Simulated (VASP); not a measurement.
# GaCuSe2 (P4/mmm) in VASP: further runs

The runs below take GaCuSe2 through single point, with PBE0.

Program: VASP 6.6.1. These are calculated values, not measurements. Logs are shortened: lines on timing, memory, paths and dates and some standing lists are left out, and cuts for length are marked.

## 1. Starting point

It takes space group P4/mmm (No. 123, tetragonal). The conventional cell has a = 3.774 Å, b = 3.774 Å, c = 5.266 Å, α = 90.00°, β = 90.00°, γ = 90.00°. Se (site symmetry 4/mmm) is surrounded by 2 Ga at 2.63 Å and 4 Cu at 2.67 Å. Se (site symmetry 4/mmm) is surrounded by 2 Cu at 2.63 Å and 4 Ga at 2.67 Å. Ga (site symmetry 4/mmm) is surrounded by 6 Se at 2.63 to 2.67 Å. Around Cu (site symmetry 4/mmm) lie 6 Se at 2.63 to 2.67 Å.

Measurements of this composition are mostly on another form, of space group No. 122.

## 2. Single point, PBE0

POSCAR

```
GaCuSe2
1.0
    3.7744160000      0.0000000000      0.0000000000
    0.0000000000      3.7744160000      0.0000000000
    0.0000000000      0.0000000000      5.2658910000
Se Ga Cu
2 1 1
Direct
    0.5000000000      0.5000000000      0.0000000000
    0.0000000000      0.0000000000      0.5000000000
    0.5000000000      0.5000000000      0.5000000000
    0.0000000000      0.0000000000      0.0000000000
```

INCAR.step1

```
SYSTEM = GaCuSe2
ALGO     = Normal         ! electronic algorithm
EDIFF    = 1E-5           ! SCF threshold, eV
ENCUT    = 350            ! plane-wave cutoff, eV
GGA      = PE             ! functional
ISIF     = 2              ! what is computed and relaxed
ISMEAR   = 0              ! smearing method
LASPH    = .True.         ! aspherical terms in the spheres
LCHARG   = .False.        ! write CHGCAR
LREAL    = .False.        ! projectors in reciprocal space
LWAVE    = .True.         ! write WAVECAR
NBANDS   = 26             ! bands
NELM     = 100            ! most SCF steps
NKRED    = 2            
PREC     = Accurate       ! precision mode
SIGMA    = 0.01           ! smearing width, eV
```

INCAR.step2

```
SYSTEM = GaCuSe2
AEXX     = 0.25           ! exact-exchange fraction
ALGO     = Normal         ! electronic algorithm
EDIFF    = 1E-6           ! SCF threshold, eV
ENCUT    = 350            ! plane-wave cutoff, eV
GGA      = PE             ! functional
ISIF     = 2              ! what is computed and relaxed
ISMEAR   = 0              ! smearing method
ISTART   = 1            
LASPH    = .True.         ! aspherical terms in the spheres
LCHARG   = .False.        ! write CHGCAR
LHFCALC  = .True.         ! exact exchange
LREAL    = .False.        ! projectors in reciprocal space
LWAVE    = .False.        ! write WAVECAR
NBANDS   = 26             ! bands
NELM     = 100            ! most SCF steps
NKRED    = 2            
PREC     = Accurate       ! precision mode
PRECFOCK = Fast         
SIGMA    = 0.01           ! smearing width, eV
```

KPOINTS

```
k-points
0
Gamma
  6 6 4
  0 0 0
```

Potentials or basis: VASP PAW PBE potentials, release 64 (Se, Ga_d, Cu).

The run is started by

```sh
$ cat potpaw_PBE.64/Se/POTCAR potpaw_PBE.64/Ga_d/POTCAR potpaw_PBE.64/Cu/POTCAR > POTCAR
$ cp INCAR.step1 INCAR
$ mpirun -np 1 vasp_std > vasp.out
$ cp INCAR.step2 INCAR
$ mpirun -np 1 vasp_std > vasp.out
```

OUTCAR:

```text
SYSTEM = GaCuSe2
   AEXX = 0.25
   EDIFF = 1E-6
   ENCUT = 350
   GGA = PE
   ISIF = 2
   ISMEAR = 0
   ISTART = 1
   LASPH = .True.
   LHFCALC = .True.
   LREAL = .False.
   NELM = 100
   NKRED = 2
   PREC = Accurate
   PRECFOCK = Fast

 Found     30 irreducible k-points:

 Following reciprocal coordinates:
            Coordinates               Weight
  0.000000  0.000000  0.000000      1.000000
  0.166667  0.000000  0.000000      4.000000
  0.333333  0.000000  0.000000      4.000000
  0.500000  0.000000  0.000000      2.000000
  0.166667  0.166667  0.000000      4.000000
  0.333333  0.166667  0.000000      8.000000
   k-points           NKPTS =     30   k-points in BZ     NKDIM =    144   number of bands    NBANDS=     26
   number of dos      NEDOS =    301   number of ions     NIONS =      4
   total plane-waves  NPLWV =  18432
   dimension x,y,z NGX =    24 NGY =   24 NGZ =   32
   dimension x,y,z NGXF=    48 NGYF=   48 NGZF=   64
   ions per type =               2   1   1
   NGX,Y,Z   is equivalent  to a cutoff of  10.57, 10.57, 10.10 a.u.
   NGXF,Y,Z  is equivalent  to a cutoff of  21.14, 21.14, 20.21 a.u.
 SYSTEM =  GaCuSe2
   PREC   = accura    normal or accurate (medium, high low for compatibility)
   ISTART =      1    job   : 0-new  1-cont  2-samecut
   ICHARG =      0    charge: 1-file 2-atom 10-const
   ISPIN  =      1    spin polarized calculation?
   LNONCOLLINEAR =      F non collinear calculations
   LSORBIT =      F    spin-orbit coupling
   LASPH  =      T    aspherical Exc in radial PAW
   ENCUT  =  350.0 eV  25.72 Ry    5.07 a.u.   5.76  5.76  8.03*2*pi/ulx,y,z
   NELM   =    100;   NELMIN=  2; NELMDL=  0     # of ELM steps
   EDIFF  = 0.1E-05   stopping-criterion for ELM
   LREAL  =      F    real-space projection
   EDIFFG = 0.1E-04   stopping-criterion for IOM
   NSW    =      0    number of steps for IOM
   IBRION =     -1    ionic relax: 0-MD 1-quasi-New 2-CG
   NFREE  =      0    steps in history (QN), initial steepest desc. (CG)
   ISIF   =      2    stress and relaxation
   ISYM   =      3    0-nonsym 1-usesym 2-fastsym
   POTIM  = 0.5000    time-step for ionic-motion
   TEBEG  =    0.0;   TEEND  =   0.0 temperature during run
   PSTRESS=    0.0 pullay stress
   NELECT =      36.0000    total number of electrons
   NUPDOWN=      -1.0000    fix difference up-down
   EMIN   =  10.00;   EMAX   =-10.00  energy-range for DOS
   EFERMI =   0.00;   METHOD = LEGACY
   ISMEAR =     0;   SIGMA  =   0.01  broadening in eV -4-tet -1-fermi 0-gaus
   EFERMI_NEDOS =   21; number of points for ismear=-14 and -15
   IALGO  =     38    algorithm
   IMIX   =      1    mixing-type and parameters
     AMIX     =   0.40;   BMIX     =  1.00
     AMIX_MAG =   1.60;   BMIX_MAG =  1.00
  volume/ion in A,a.u.               =      18.75       126.56
  Fermi-wavevector in a.u.,A,eV,Ry     =   1.281697  2.422055 22.350915  1.642746
  Thomas-Fermi vector in A             =   2.414051
   LORBIT       =      0    0 simple, 1 ext, 2 COOP (PROOUT), +10 PAW based schemes
   GGA     = PE    functional components
   LHFCALC =     T    Hartree Fock is set to
   PRECFOCK=fast      Normal, Fast or Accurate (Low or Medium for compatibility)
   ENCUT4O =  -1.0   cutoff for four orbital integrals eV
   NKREDX  =     2    reduce k-point grid by
   NKREDY  =     2    reduce k-point grid by
   NKREDZ  =     2    reduce k-point grid by
   AEXX    =    0.2500 exact exchange contribution
   HFSCREEN=    0.0000 screening length (either q_TF or 0.3 A-1)
   HFSCREENC=   0.0000 screening length for correlation (either q_TF or 0.3 A-1)
   ENCUTFOCK=  -1.0 apply spherical cutoff to Coloumb kernel
   IVDW    =     0    specifies the selected vdW correction
   LEPSILON=     F    determine dielectric tensor
   LRPA    =     F    only Hartree local field effects (RPA)
 non-spin polarized calculation
 Gauss-broadening in eV      SIGMA  =   0.01
  energy-cutoff  :      350.00
  volume of cell :       75.02
 maximum number of plane-waves:      1136
 NGX is ok and might be reduce to    24
  NGX = 14; NGY = 14; NGZ = 20

 number of electron      36.0000030 magnetization

 Free energy of the ion-electron system (eV)
  ---------------------------------------------------
  ext. energy  EPLUGINS =         0.00000000
  ---------------------------------------------------
  free energy    TOTEN  =       -18.80225824 eV

  energy without entropy =      -18.80225824  energy(sigma->0) =      -18.80225824

 E-fermi :   4.5494     XC(G=0):  -8.3979

 val. band max:        4.4492855903   @ k =   0.3333   0.3333   0.2500
 cond. band min:       5.4150312153   @ k =   0.3333   0.0000   0.0000
 fundamental gap:      0.9657456250
 Fermi energy:         4.5494242696

 k-point     1 :       0.0000    0.0000    0.0000
  band No.  band energies     occupation
      1     -13.4702      2.00000
      2     -13.3574      2.00000
      3     -13.3393      2.00000
      4     -13.2925      2.00000
      5     -13.2925      2.00000
      6     -11.7043      2.00000
[... 18 lines left out ...]
     25      14.3980      0.00000
     26      14.6216      0.00000

 k-point     2 :       0.1667    0.0000    0.0000
  band No.  band energies     occupation
      1     -13.4561      2.00000
      2     -13.3630      2.00000
      3     -13.3336      2.00000
      4     -13.2947      2.00000
      5     -13.2908      2.00000
      6     -11.4912      2.00000
[... 18 lines left out ...]
     25      14.3902      0.00000
     26      15.3879      0.00000

 k-point     3 :       0.3333    0.0000    0.0000
  band No.  band energies     occupation
      1     -13.4280      2.00000
      2     -13.3837      2.00000
      3     -13.3215      2.00000
      4     -13.3033      2.00000
      5     -13.2915      2.00000
      6     -10.9106      2.00000
[... 18 lines left out ...]
     25      14.2136      0.00000
     26      14.8618      0.00000

 k-point     4 :       0.5000    0.0000    0.0000
  band No.  band energies     occupation
      1     -13.4180      2.00000
      2     -13.3894      2.00000
      3     -13.3144      2.00000
      4     -13.3054      2.00000
      5     -13.2895      2.00000
      6     -10.3116      2.00000
[... 18 lines left out ...]
     25      13.3934      0.00000
     26      13.5657      0.00000

 k-point     5 :       0.1667    0.1667    0.0000
  band No.  band energies     occupation
      1     -13.4423      2.00000
      2     -13.3733      2.00000
      3     -13.3260      2.00000
      4     -13.2925      2.00000
      5     -13.2916      2.00000
      6     -11.2246      2.00000
[... 18 lines left out ...]
     25      14.2670      0.00000
     26      14.4226      0.00000

 k-point     6 :       0.3333    0.1667    0.0000
  band No.  band energies     occupation
      1     -13.4307      2.00000
      2     -13.4062      2.00000
      3     -13.3150      2.00000
      4     -13.3012      2.00000
      5     -13.2930      2.00000
      6     -10.6991      2.00000
[... 18 lines left out ...]
     25      13.7822      0.00000
     26      14.8715      0.00000

 [... further k-points ...]

------------------------ aborting loop because EDIFF is reached ----------------------------------------

  FORCE on cell =-STRESS in cart. coord.  units (eV):
  Direction    XX          YY          ZZ          XY          YZ          ZX
  --------------------------------------------------------------------------------------
  -------------------------------------------------------------------------------------
  Total       -1.3841308     -1.3841308     -0.6841395      0.0000000      0.0000000     -0.0000000
  in kB      -29.5608084    -29.5608084    -14.6111311      0.0000000      0.0000000     -0.0000000
  external PRESSURE =     -24.5775827 kB  Pullay stress =       0.0000000 kB

 VOLUME and BASIS-vectors are now :
 -----------------------------------------------------------------------------
  energy-cutoff  :      350.00
  volume of cell :       75.02
      direct lattice vectors                 reciprocal lattice vectors
     3.774416000  0.000000000  0.000000000     0.264941649  0.000000000  0.000000000
     0.000000000  3.774416000  0.000000000     0.000000000  0.264941649  0.000000000
     0.000000000  0.000000000  5.265891000     0.000000000  0.000000000  0.189901386

 POSITION                                       TOTAL-FORCE (eV/Angst)
 -----------------------------------------------------------------------------------
      1.88721      1.88721      0.00000         0.000000      0.000000      0.000000
      0.00000      0.00000      2.63295         0.000000      0.000000      0.000000
      1.88721      1.88721      2.63295         0.000000      0.000000      0.000000
      0.00000      0.00000      0.00000         0.000000      0.000000      0.000000
 -----------------------------------------------------------------------------------
    total drift:                               -0.000000     -0.000001     -0.000001

  FREE ENERGIE OF THE ION-ELECTRON SYSTEM (eV)
  ---------------------------------------------------
  free  energy   TOTEN  =       -18.8022582368 eV

  energy  without entropy=      -18.8022582368  energy(sigma->0) =      -18.80225824
```

It took 8.6 min on 1 thread of Intel Xeon Platinum 8488C (Sapphire Rapids), shared host; peak memory 0.19 GiB.

These settings aren't checked as converged: the numbers below hold their error.

Results:

* Free energy: -18.8023 eV
* Pressure: -2.5 GPa
* Band gap on the k mesh: none (metal or under the smearing width)

Caveat: the cutoff is under 1.25 times the usual one of these potentials, so pressure, stress and relaxed cells hold a basis-set (Pulay) error; the PAW data sets were made with another functional, which shifts forces and pressure a little; the run has no spin polarisation, though such a crystal can be magnetic.

## 3. Single point, PBE0

POSCAR is that of step 2.

INCAR.step1

```
SYSTEM = GaCuSe2
PREC = Accurate
ENCUT = 300
EDIFF = 1E-5
ISMEAR = 0
SIGMA = 0.01
LREAL = .False.
LASPH = .True.
NELM = 100
ALGO = Normal
ISIF = 2
LWAVE = .True.
LCHARG = .False.
NBANDS = 26
NKRED = 1
GGA = PE
```

INCAR.step2

```
SYSTEM = GaCuSe2
PREC = Accurate
ENCUT = 300
EDIFF = 1E-6
ISMEAR = 0
SIGMA = 0.01
LREAL = .False.
LASPH = .True.
NELM = 100
ALGO = Normal
ISIF = 2
LWAVE = .False.
LCHARG = .False.
GGA = PE
LHFCALC = .True.
AEXX = 0.25
PRECFOCK = Fast
NBANDS = 26
NKRED = 1
ISTART = 1
```

KPOINTS

```
Automatic mesh
0
Gamma
  2 2 2
  0 0 0
```

Potentials or basis: VASP PAW PBE potentials, release 64 (Se, Ga_d, Cu).

The run is started by

```sh
$ cat potpaw_PBE.64/Se/POTCAR potpaw_PBE.64/Ga_d/POTCAR potpaw_PBE.64/Cu/POTCAR > POTCAR
$ cp INCAR.step1 INCAR
$ mpirun -np 1 vasp_std > vasp.out
$ cp INCAR.step2 INCAR
$ mpirun -np 1 vasp_std > vasp.out
```

OUTCAR:

```text
SYSTEM = GaCuSe2
   PREC = Accurate
   ENCUT = 300
   EDIFF = 1E-6
   ISMEAR = 0
   LREAL = .False.
   LASPH = .True.
   NELM = 100
   ISIF = 2
   GGA = PE
   LHFCALC = .True.
   AEXX = 0.25
   PRECFOCK = Fast
   NKRED = 1
   ISTART = 1

 Found      6 irreducible k-points:

 Following reciprocal coordinates:
            Coordinates               Weight
  0.000000  0.000000  0.000000      1.000000
  0.500000  0.000000  0.000000      2.000000
  0.500000  0.500000  0.000000      1.000000
  0.000000  0.000000  0.500000      1.000000
  0.500000  0.000000  0.500000      2.000000
  0.500000  0.500000  0.500000      1.000000
   k-points           NKPTS =      6   k-points in BZ     NKDIM =      8   number of bands    NBANDS=     26
   number of dos      NEDOS =    301   number of ions     NIONS =      4
   total plane-waves  NPLWV =  17280
   dimension x,y,z NGX =    24 NGY =   24 NGZ =   30
   dimension x,y,z NGXF=    48 NGYF=   48 NGZF=   60
   ions per type =               2   1   1
   NGX,Y,Z   is equivalent  to a cutoff of  10.57, 10.57,  9.47 a.u.
   NGXF,Y,Z  is equivalent  to a cutoff of  21.14, 21.14, 18.94 a.u.
 SYSTEM =  GaCuSe2
   PREC   = accura    normal or accurate (medium, high low for compatibility)
   ISTART =      1    job   : 0-new  1-cont  2-samecut
   ICHARG =      0    charge: 1-file 2-atom 10-const
[... 67 lines left out ...]
 cond. band min:       6.2998095065   @ k =   0.5000   0.0000   0.5000
 fundamental gap:      1.3179161810
 Fermi energy:         5.1157869216

 k-point     1 :       0.0000    0.0000    0.0000
  band No.  band energies     occupation
      1     -13.7836      2.00000
      2     -13.6989      2.00000
      3     -13.6768      2.00000
      4     -13.6247      2.00000
      5     -13.6247      2.00000
      6     -11.6229      2.00000
[... 163 lines left out ...]
     25      13.9861      0.00000
     26      13.9861      0.00000

------------------------ aborting loop because EDIFF is reached ----------------------------------------

  FORCE on cell =-STRESS in cart. coord.  units (eV):
  Direction    XX          YY          ZZ          XY          YZ          ZX
  --------------------------------------------------------------------------------------
  -------------------------------------------------------------------------------------
  Total        4.1715456      4.1715456     -7.0189023      0.0000000      0.0000000      0.0000000
  in kB       89.0914823     89.0914823   -149.9023315      0.0000000      0.0000000      0.0000000
  external PRESSURE =       9.4268777 kB  Pullay stress =       0.0000000 kB

 VOLUME and BASIS-vectors are now :
 -----------------------------------------------------------------------------
  energy-cutoff  :      300.00
  volume of cell :       75.02
      direct lattice vectors                 reciprocal lattice vectors
     3.774416000  0.000000000  0.000000000     0.264941649  0.000000000  0.000000000
     0.000000000  3.774416000  0.000000000     0.000000000  0.264941649  0.000000000
     0.000000000  0.000000000  5.265891000     0.000000000  0.000000000  0.189901386

 POSITION                                       TOTAL-FORCE (eV/Angst)
 -----------------------------------------------------------------------------------
      1.88721      1.88721      0.00000         0.000000      0.000000      0.000000
      0.00000      0.00000      2.63295         0.000000      0.000000      0.000000
      1.88721      1.88721      2.63295         0.000000      0.000000      0.000000
      0.00000      0.00000      0.00000         0.000000      0.000000      0.000000
 -----------------------------------------------------------------------------------
    total drift:                               -0.000003     -0.000005     -0.000005

  FREE ENERGIE OF THE ION-ELECTRON SYSTEM (eV)
  ---------------------------------------------------
  free  energy   TOTEN  =       -18.2124085053 eV

  energy  without entropy=      -18.2124085053  energy(sigma->0) =      -18.21240851
```

OSZICAR.step1:

```text
N       E                     dE             d eps       ncg     rms          rms(c)
DAV:   1     0.217636685017E+03    0.21764E+03   -0.11769E+04   320   0.133E+03
DAV:   2     0.965007327847E+01   -0.20799E+03   -0.19724E+03   312   0.321E+02
DAV:   3    -0.144171191908E+02   -0.24067E+02   -0.23080E+02   394   0.105E+02
[... 12 lines left out ...]
DAV:  16    -0.136997306125E+02    0.19773E-03   -0.78390E-04   384   0.466E-01    0.317E-01
DAV:  17    -0.136993342834E+02    0.39633E-03   -0.10853E-04   360   0.110E-01    0.208E-01
DAV:  18    -0.136991250937E+02    0.20919E-03   -0.26093E-05   334   0.828E-02    0.103E-01
DAV:  19    -0.136991006057E+02    0.24488E-04   -0.11103E-05   184   0.465E-02    0.346E-02
DAV:  20    -0.136991072647E+02   -0.66591E-05   -0.55254E-06   180   0.201E-02
   1 F= -.13699107E+02 E0= -.13698442E+02  d E =-.133024E-02
```

It took 52 s on 1 thread of Intel Xeon Platinum 8488C (Sapphire Rapids), shared host; peak memory 0.14 GiB.

The run converged, but some of its settings lie outside the range that counts as converged, so its numbers aren't taken as properties of the crystal.

What came out:

```yaml
Free_energy: -18.2124 eV
Band_gap_on_the_k_mesh: none (metal or under the smearing width)
```

Caveat: the k mesh is coarse (spacing up to 0.83 Å⁻¹), so the values aren't converged, least of all with exact exchange; the cutoff is under 1.25 times the usual one of these potentials, so pressure, stress and relaxed cells hold a basis-set (Pulay) error; the PAW data sets were made with another functional, which shifts forces and pressure a little; the run has no spin polarisation, though such a crystal can be magnetic.

(Part 1 of 2 ends here.)
